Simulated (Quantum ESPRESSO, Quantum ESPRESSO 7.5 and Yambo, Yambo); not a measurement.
# Quasiparticle gap of MgO (Fm-3m) in Yambo

Wanted: ground state, empty states, screening and self-energy for MgO (Fm-3m).

Calculated with Quantum ESPRESSO 7.5 and Yambo 5.3.0; PBE and many-body steps on it, plane waves.

**Experimental background.**

- Gap 7.83 eV: direct gap at Gamma, low temperature; bulk crystal (literature value) (quoted in “The Band-Gap Studies of Short-Period CdO/MgO Superlattices”, 2021, pmc:8035356).

### Step 1. Starting point

It takes space group Fm-3m (No. 225, cubic). The conventional cell has a = 4.194 Å, b = 4.194 Å, c = 4.194 Å, α = 90.00°, β = 90.00°, γ = 90.00°. Mg has 6 O at 2.10 Å nearest. O has 6 Mg at 2.10 Å nearest. Farther neighbours and most contacts between anions are not listed.

As a file:

```cif
data_structure
_symmetry_space_group_name_H-M 'P 1'
_symmetry_Int_Tables_number 1
_cell_length_a 2.9656
_cell_length_b 2.9656
_cell_length_c 2.9656
_cell_angle_alpha 60.000
_cell_angle_beta 60.000
_cell_angle_gamma 60.000
_cell_volume 18.44
loop_
_atom_site_label
_atom_site_type_symbol
_atom_site_fract_x
_atom_site_fract_y
_atom_site_fract_z
_atom_site_occupancy
Mg1 Mg 0.00000 0.00000 0.00000 1
O2 O 0.50000 0.50000 0.50000 1
```

The cell and positions are those that the Materials Project relaxed with its own functionals (PBE, PBE+U or r2SCAN), kept fixed.

### Step 2. Ground state

This step: Quantum ESPRESSO 7.5; DFT, PBE, plane waves, norm-conserving pseudopotentials.

The ground-state density comes first.

pw.in

```
&control
  calculation = 'scf'
  prefix = 'x'
  outdir = 'o'
  pseudo_dir = 'pseudo'
/
&system
  ibrav = 0
  nat = 2
  ntyp = 2
  ecutwfc = 76.0
  nbnd = 13
  force_symmorphic = .true.
/
&electrons
  conv_thr = 1e-10
  electron_maxstep = 80
  mixing_beta = 0.5
/
ATOMIC_SPECIES
  Mg 24.305 Mg.upf
  O 15.999 O.upf
CELL_PARAMETERS angstrom
  -0.0000000000 2.0970013927 2.0970013927
  2.0970013927 -0.0000000000 2.0970013927
  2.0970013927 2.0970013927 -0.0000000000
ATOMIC_POSITIONS crystal
  Mg 0.0000000000 0.0000000000 0.0000000000
  O 0.5000000000 0.5000000000 0.5000000000
K_POINTS automatic
  8 8 8 0 0 0
```

On the command line:

```sh
$ OMP_NUM_THREADS=1 mpirun -n 4 pw.x -nk 4 -in pw.in > pw.out
```

Output:

```text
Program PWSCF v.7.5 starts

     This program is part of the open-source Quantum ESPRESSO suite
     for quantum simulation of materials; please cite
         "P. Giannozzi et al., J. Phys.:Condens. Matter 21 395502 (2009);
         "P. Giannozzi et al., J. Phys.:Condens. Matter 29 465901 (2017);
         "P. Giannozzi et al., J. Chem. Phys. 152 154105 (2020);
     in publications or presentations arising from this work. More details at
     Message from routine setup:
     using ibrav=0 with symmetry is DISCOURAGED, use correct ibrav instead

     G-vector sticks info

     bravais-lattice index     =            0
     lattice parameter (alat)  =       5.6042  a.u.
     unit-cell volume          =     124.4580 (a.u.)^3
     number of atoms/cell      =            2
     number of atomic types    =            2
     number of electrons       =        16.00
     number of Kohn-Sham states=           13
     kinetic-energy cutoff     =      76.0000  Ry
     charge density cutoff     =     304.0000  Ry
     scf convergence threshold =      1.0E-10
     mixing beta               =       0.5000
     number of iterations used =            8  plain     mixing
     Exchange-correlation= PBE
                           (   1   4   3   4   0   0   0)

     celldm(1)=   5.604187  celldm(2)=   0.000000  celldm(3)=   0.000000
     celldm(4)=   0.000000  celldm(5)=   0.000000  celldm(6)=   0.000000

     crystal axes: (cart. coord. in units of alat)
               a(1) = (  -0.000000   0.707107   0.707107 )
               a(2) = (   0.707107  -0.000000   0.707107 )
               a(3) = (   0.707107   0.707107  -0.000000 )

     reciprocal axes: (cart. coord. in units 2 pi/alat)
               b(1) = ( -0.707107  0.707107  0.707107 )
               b(2) = (  0.707107 -0.707107  0.707107 )
               b(3) = (  0.707107  0.707107 -0.707107 )
     Pseudo is Norm-conserving, Zval = 10.0
     Generated using ONCVPSP code by D. R. Hamann
     Using radial grid of 1510 points,  4 beta functions with:
     Pseudo is Norm-conserving + core correction, Zval =  6.0
     Generated using ONCVPSP code by D. R. Hamann
     Using radial grid of  936 points,  5 beta functions with:
     Mg               10.00    24.30500     Mg( 1.00)
     O                 6.00    15.99900     O ( 1.00)

     48 Sym. Ops., with inversion, found

   Cartesian axes

     site n.     atom                  positions (alat units)
         1        Mg     tau(   1) = (   0.0000000   0.0000000   0.0000000  )
         2        O      tau(   2) = (   0.7071068   0.7071068   0.7071068  )

     number of k points=    29
                       cart. coord. in units 2pi/alat
        k(    1) = (   0.0000000   0.0000000   0.0000000), wk =   0.0039062
        k(    2) = (   0.0883883   0.0883883  -0.0883883), wk =   0.0312500
        k(    3) = (   0.1767767   0.1767767  -0.1767767), wk =   0.0312500
        k(    4) = (   0.2651650   0.2651650  -0.2651650), wk =   0.0312500
        k(    5) = (  -0.3535534  -0.3535534   0.3535534), wk =   0.0156250
        k(    6) = (   0.1767767   0.0000000   0.0000000), wk =   0.0234375
        k(    7) = (   0.2651650   0.0883883  -0.0883883), wk =   0.0937500
        k(    8) = (   0.3535534   0.1767767  -0.1767767), wk =   0.0937500
        k(    9) = (  -0.2651650  -0.4419417   0.4419417), wk =   0.0937500
        k(   10) = (  -0.1767767  -0.3535534   0.3535534), wk =   0.0937500
     [... 17 further rows ...]
        k(   28) = (  -0.7071068   0.1767767  -0.0000000), wk =   0.0468750
        k(   29) = (  -0.7071068   0.3535534   0.0000000), wk =   0.0234375

     Dense  grid:    11113 G-vectors     FFT dimensions: (  32,  32,  32)

     Initial potential from superposition of free atoms

     starting charge      15.9992, renormalised to      16.0000
     Starting wfcs are    9 randomized atomic wfcs +    4 random wfcs

     per-process dynamical memory:    13.1 Mb

     Self-consistent Calculation

     iteration #  1     ecut=    76.00 Ry     beta= 0.50

     total energy              =    -151.98565451 Ry
     estimated scf accuracy    <       0.38484898 Ry

     iteration #  2     ecut=    76.00 Ry     beta= 0.50

     total energy              =    -152.09104709 Ry
     estimated scf accuracy    <       0.05835942 Ry

     iteration #  3     ecut=    76.00 Ry     beta= 0.50

     total energy              =    -152.10062289 Ry
     estimated scf accuracy    <       0.00317989 Ry

     iteration #  4     ecut=    76.00 Ry     beta= 0.50

     total energy              =    -152.10079175 Ry
     estimated scf accuracy    <       0.00008100 Ry

     iteration #  5     ecut=    76.00 Ry     beta= 0.50

     total energy              =    -152.10080590 Ry
     estimated scf accuracy    <       0.00000244 Ry

     iteration #  6     ecut=    76.00 Ry     beta= 0.50

     total energy              =    -152.10080622 Ry
     estimated scf accuracy    <       0.00000032 Ry

     iteration #  7     ecut=    76.00 Ry     beta= 0.50

     total energy              =    -152.10080622 Ry
     estimated scf accuracy    <       0.00000004 Ry

     iteration #  8     ecut=    76.00 Ry     beta= 0.50

     total energy              =    -152.10080623 Ry
     estimated scf accuracy    <          2.6E-09 Ry

     iteration #  9     ecut=    76.00 Ry     beta= 0.50

     End of self-consistent calculation

          k = 0.0000 0.0000 0.0000 (  1411 PWs)   bands (ev):

   -64.1039 -30.8548 -30.8548 -30.8548  -9.0394   8.2133   8.2133   8.2133
    13.1081  24.2494  24.2494  24.2494  28.0511

          k = 0.0884 0.0884-0.0884 (  1405 PWs)   bands (ev):

   -64.1025 -30.8681 -30.8561 -30.8561  -8.8674   7.2649   8.1108   8.1108
    14.0128  22.5118  24.6067  24.6067  29.0607

          k = 0.1768 0.1768-0.1768 (  1390 PWs)   bands (ev):

   -64.0993 -30.8995 -30.8593 -30.8593  -8.4208   5.5520   7.8738   7.8738
    15.4521  20.9345  25.0825  25.0825  28.6544

          k = 0.2652 0.2652-0.2652 (  1410 PWs)   bands (ev):

     [... further k-points ...]

     highest occupied, lowest unoccupied level (ev):     8.2133   13.1081

!    total energy              =    -152.10080623 Ry
     estimated scf accuracy    <          3.6E-11 Ry

     The total energy is the sum of the following terms:
     one-electron contribution =     -73.72474351 Ry
     hartree contribution      =      41.30826807 Ry
     xc contribution           =     -24.50956510 Ry
     ewald contribution        =     -95.17476569 Ry

     convergence has been achieved in   9 iterations

     XML data file, charge density, pseudopotentials, collected wavefunctions

=------------------------------------------------------------------------------=
   JOB DONE.
=------------------------------------------------------------------------------=
```

Elapsed: 2.2 s, on 4 MPI ranks of Arm Neoverse V1, shared host; peak memory 0.19 GiB; 8.6 s of CPU time.

This step gave:

* total energy: -2069.4369 eV
* gap: 4.895 eV
* k of the valence top: 0, 0, 0
* k of the conduction bottom: 0, 0, 0
* least direct gap: 4.895 eV

The gap is direct, at Γ.

### Step 3. Bands along the symmetry lines

The cheap functional maps the bands first; the places of the edges decide which points the dearer methods must see.

pw.in

```
&control
  calculation = 'bands'
  prefix = 'x'
  outdir = 'o'
  pseudo_dir = 'pseudo'
/
&system
  ibrav = 0
  nat = 2
  ntyp = 2
  ecutwfc = 76.0
  nbnd = 14
  force_symmorphic = .true.
/
&electrons
  conv_thr = 1e-9
  electron_maxstep = 80
  diago_full_acc = .true.
  diago_thr_init = 5e-6
/
ATOMIC_SPECIES
  Mg 24.305 Mg.upf
  O 15.999 O.upf
CELL_PARAMETERS angstrom
  -0.0000000000 2.0970013927 2.0970013927
  2.0970013927 -0.0000000000 2.0970013927
  2.0970013927 2.0970013927 -0.0000000000
ATOMIC_POSITIONS crystal
  Mg 0.0000000000 0.0000000000 0.0000000000
  O 0.5000000000 0.5000000000 0.5000000000
K_POINTS crystal
  50
  0.00000000 0.00000000 0.00000000 1
  0.06250000 0.00000000 0.06250000 1
  0.12500000 0.00000000 0.12500000 1
  0.18750000 0.00000000 0.18750000 1
  0.25000000 0.00000000 0.25000000 1
  0.31250000 0.00000000 0.31250000 1
  0.37500000 0.00000000 0.37500000 1
  0.43750000 0.00000000 0.43750000 1
  0.50000000 0.00000000 0.50000000 1
  0.51562500 0.03125000 0.51562500 1
  0.53125000 0.06250000 0.53125000 1
  0.54687500 0.09375000 0.54687500 1
  0.56250000 0.12500000 0.56250000 1
  0.57812500 0.15625000 0.57812500 1
  0.59375000 0.18750000 0.59375000 1
  0.60937500 0.21875000 0.60937500 1
  0.62500000 0.25000000 0.62500000 1
  0.37500000 0.37500000 0.75000000 1
  0.32812500 0.32812500 0.65625000 1
  0.28125000 0.28125000 0.56250000 1
  0.23437500 0.23437500 0.46875000 1
  0.18750000 0.18750000 0.37500000 1
  0.14062500 0.14062500 0.28125000 1
  0.09375000 0.09375000 0.18750000 1
  0.04687500 0.04687500 0.09375000 1
  0.00000000 0.00000000 0.00000000 1
  0.06250000 0.06250000 0.06250000 1
  0.12500000 0.12500000 0.12500000 1
  0.18750000 0.18750000 0.18750000 1
  0.25000000 0.25000000 0.25000000 1
  0.31250000 0.31250000 0.31250000 1
  0.37500000 0.37500000 0.37500000 1
  0.43750000 0.43750000 0.43750000 1
  0.50000000 0.50000000 0.50000000 1
  0.50000000 0.46875000 0.53125000 1
  0.50000000 0.43750000 0.56250000 1
  0.50000000 0.40625000 0.59375000 1
  0.50000000 0.37500000 0.62500000 1
  0.50000000 0.34375000 0.65625000 1
  0.50000000 0.31250000 0.68750000 1
  0.50000000 0.28125000 0.71875000 1
  0.50000000 0.25000000 0.75000000 1
  0.50000000 0.21875000 0.71875000 1
  0.50000000 0.18750000 0.68750000 1
  0.50000000 0.15625000 0.65625000 1
  0.50000000 0.12500000 0.62500000 1
  0.50000000 0.09375000 0.59375000 1
  0.50000000 0.06250000 0.56250000 1
  0.50000000 0.03125000 0.53125000 1
  0.50000000 0.00000000 0.50000000 1
```

Output:

```text
[banner, memory and clock lines left out]
Program PWSCF v.7.5 starts

     Atomic positions and unit cell read from directory:
     o/x.save/

     Message from routine setup:
     using ibrav=0 with symmetry is DISCOURAGED, use correct ibrav instead

     G-vector sticks info

     bravais-lattice index     =            0
     lattice parameter (alat)  =       5.6042  a.u.
     unit-cell volume          =     124.4580 (a.u.)^3
     number of atoms/cell      =            2
     number of atomic types    =            2
     number of electrons       =        16.00
     number of Kohn-Sham states=           14
     kinetic-energy cutoff     =      76.0000  Ry
     charge density cutoff     =     304.0000  Ry
     Exchange-correlation= PBE
                           (   1   4   3   4   0   0   0)

     celldm(1)=   5.604187  celldm(2)=   0.000000  celldm(3)=   0.000000
     celldm(4)=   0.000000  celldm(5)=   0.000000  celldm(6)=   0.000000

     crystal axes: (cart. coord. in units of alat)
               a(1) = (  -0.000000   0.707107   0.707107 )
               a(2) = (   0.707107  -0.000000   0.707107 )
               a(3) = (   0.707107   0.707107  -0.000000 )

     reciprocal axes: (cart. coord. in units 2 pi/alat)
               b(1) = ( -0.707107  0.707107  0.707107 )
               b(2) = (  0.707107 -0.707107  0.707107 )
               b(3) = (  0.707107  0.707107 -0.707107 )
     Pseudo is Norm-conserving, Zval = 10.0
     Generated using ONCVPSP code by D. R. Hamann
     Using radial grid of 1510 points,  4 beta functions with:
     Pseudo is Norm-conserving + core correction, Zval =  6.0
     Generated using ONCVPSP code by D. R. Hamann
     Using radial grid of  936 points,  5 beta functions with:
     Mg               10.00    24.30500     Mg( 1.00)
     O                 6.00    15.99900     O ( 1.00)

     48 Sym. Ops., with inversion, found

   Cartesian axes

     site n.     atom                  positions (alat units)
         1        Mg     tau(   1) = (   0.0000000   0.0000000   0.0000000  )
         2        O      tau(   2) = (   0.7071068   0.7071068   0.7071068  )

     number of k points=    50
                       cart. coord. in units 2pi/alat
        k(    1) = (   0.0000000   0.0000000   0.0000000), wk =   0.0400000
        k(    2) = (   0.0000000   0.0883883   0.0000000), wk =   0.0400000
        k(    3) = (   0.0000000   0.1767767   0.0000000), wk =   0.0400000
[...]
[... 38 further rows ...]
        k(   49) = (   0.0441942   0.7071068   0.0000000), wk =   0.0400000
        k(   50) = (   0.0000000   0.7071068   0.0000000), wk =   0.0400000

     Dense  grid:    11113 G-vectors     FFT dimensions: (  32,  32,  32)

     The potential is recalculated from file :
     o/x.save/charge-density

     Starting wfcs are    9 randomized atomic wfcs +    5 random wfcs

     Band Structure Calculation

     End of band structure calculation

          k = 0.0000 0.0000 0.0000 (  1411 PWs)   bands (ev):

   -64.1039 -30.8549 -30.8549 -30.8549  -9.0394   8.2133   8.2133   8.2133
    13.1082  24.2494  24.2494  24.2494  28.0511  30.0888

          k = 0.0000 0.0884 0.0000 (  1399 PWs)   bands (ev):

   -64.1035 -30.8580 -30.8558 -30.8558  -8.9808   7.9049   8.1517   8.1517
    13.4594  23.4237  24.3842  24.3842  29.0710  29.1425

          k = 0.0000 0.1768 0.0000 (  1399 PWs)   bands (ev):

   -64.1021 -30.8672 -30.8591 -30.8591  -8.8133   7.1868   7.9813   7.9813
    14.3084  22.0059  24.7577  24.7577  27.3189  30.5759

          k =-0.0000 0.2652 0.0000 (  1383 PWs)   bands (ev):

[...]
k = 0.0000 0.4419-0.0000 (  1383 PWs)   bands (ev):

[...]
k =-0.0000 0.5303 0.0000 (  1379 PWs)   bands (ev):

[...]
k = 0.0000 0.6187-0.0000 (  1383 PWs)   bands (ev):

[...]
k = 0.4640 0.4640-0.0000 (  1384 PWs)   bands (ev):

[...]
k = 0.3315 0.3315-0.0000 (  1388 PWs)   bands (ev):

[...]
k = 0.3094 0.7071-0.0000 (  1402 PWs)   bands (ev):

[...]
k = 0.2210 0.7071-0.0000 (  1398 PWs)   bands (ev):

[...]
k = 0.1768 0.7071-0.0000 (  1390 PWs)   bands (ev):

[...]
k = 0.0442 0.7071 0.0000 (  1380 PWs)   bands (ev):

   -64.0917 -30.9300 -30.8848 -30.8845  -7.4587   4.1431   6.8236   6.8457
    17.5205  18.4285  21.4225  27.2705  27.4429  34.1183

          k = 0.0000 0.7071 0.0000 (  1362 PWs)   bands (ev):

   -64.0917 -30.9301 -30.8842 -30.8842  -7.4612   4.1242   6.8628   6.8628
    17.4582  18.3678  21.4446  27.4034  27.4034  34.0357

     XML data file, pseudopotentials, collected wavefunctions
```

Wall time 1.4 s (4 MPI ranks); peak memory 0.05 GiB.

Numbers from this step:

```yaml
gap: 4.895 eV
k_of_the_valence_top: 0, 0, 0
k_of_the_conduction_bottom: 0, 0, 0
least_direct_gap: 4.895 eV
```

The gap is 4.895 eV, as in the run before at this level.

Electronic bands along the path, in eV, zero at the top of the highest filled band; v1 is the highest filled band, c1 the lowest empty one:

| point | v4 | v3 | v2 | v1 | c1 | c2 | c3 | c4 |
| --- | --- | --- | --- | --- | --- | --- | --- | --- |
| Γ | -17.25 | 0.00 | 0.00 | 0.00 | 4.89 | 16.04 | 16.04 | 16.04 |
| halfway | -16.47 | -2.63 | -0.74 | -0.74 | 8.23 | 11.31 | 15.69 | 17.68 |
| X | -15.67 | -4.09 | -1.35 | -1.35 | 9.24 | 10.15 | 13.23 | 19.19 |
| halfway | -15.66 | -3.94 | -1.80 | -1.30 | 9.63 | 10.67 | 13.07 | 18.82 |
| U | -15.65 | -3.50 | -2.72 | -1.14 | 10.22 | 11.95 | 12.66 | 18.34 |
| jump to K | -15.65 | -3.50 | -2.72 | -1.14 | 10.22 | 11.95 | 12.66 | 18.34 |
| halfway | -16.39 | -2.94 | -1.18 | -0.39 | 8.32 | 12.13 | 15.56 | 18.15 |
| Γ | -17.25 | 0.00 | 0.00 | 0.00 | 4.89 | 16.04 | 16.04 | 16.04 |
| halfway | -16.63 | -2.66 | -0.34 | -0.34 | 7.24 | 12.72 | 16.87 | 16.87 |
| L | -15.90 | -4.64 | -0.65 | -0.65 | 8.02 | 12.76 | 16.49 | 16.49 |
| halfway | -15.76 | -4.02 | -1.94 | -0.99 | 9.80 | 12.34 | 13.67 | 17.10 |
| W | -15.61 | -2.96 | -2.96 | -1.78 | 11.77 | 11.77 | 12.35 | 15.74 |
| halfway | -15.64 | -3.79 | -1.90 | -1.57 | 10.13 | 11.04 | 12.89 | 17.56 |
| X | -15.67 | -4.09 | -1.35 | -1.35 | 9.24 | 10.15 | 13.23 | 19.19 |

The electronic bands as a text plot (rows in eV, shown from -8.0 to 10.9 only):

```
   10.5 |       ++ +++++  ++++                         +     ++++
    9.7 |         +++ ++++    ++                      +       ++
    8.9 |       ++   +                              ++          +
    8.1 |     ++                +              +++++
    7.4 |    +                   ++         +++
    6.6 |                          ++      +
    5.8 |  ++                            ++
    5.0 |++                          ++++
    4.2 |
    3.4 |
    2.6 |
    1.8 |
    1.1 |
    0.3 |**                        ********
   -0.5 | ******            **********  *  ***********
   -1.3 |  **   ************    *  **    **         ******   ****
   -2.1 |    *         **   **** **        *          **  ****
   -2.9 |     ****       ***    *           *           ****
   -3.7 |         *** **********             **       ***   ****
   -4.5 |            *                         *******          *
   -5.2 |
   -6.0 |
   -6.8 |
   -7.6 |
         Γ           X  U|K            Γ         L        W     X
```

(Continued in part 2 of 3.)

[Paths, hosts, dates, memory and timing lines, banners, echoed tables and standing remarks are left out of the program output.]

[Logs are printed without paths, hosts, clocks, repeated set-up lines and the standing remarks that a program may print on its own settings, such as how far it seeks lower states.]

[Runs of the session that timed out or met a known fault of the program may be left out.]

[Hosts, paths, dates, database ids (printed as entryN), source tags and the programs' standing remarks are cut or masked in the printed files.]
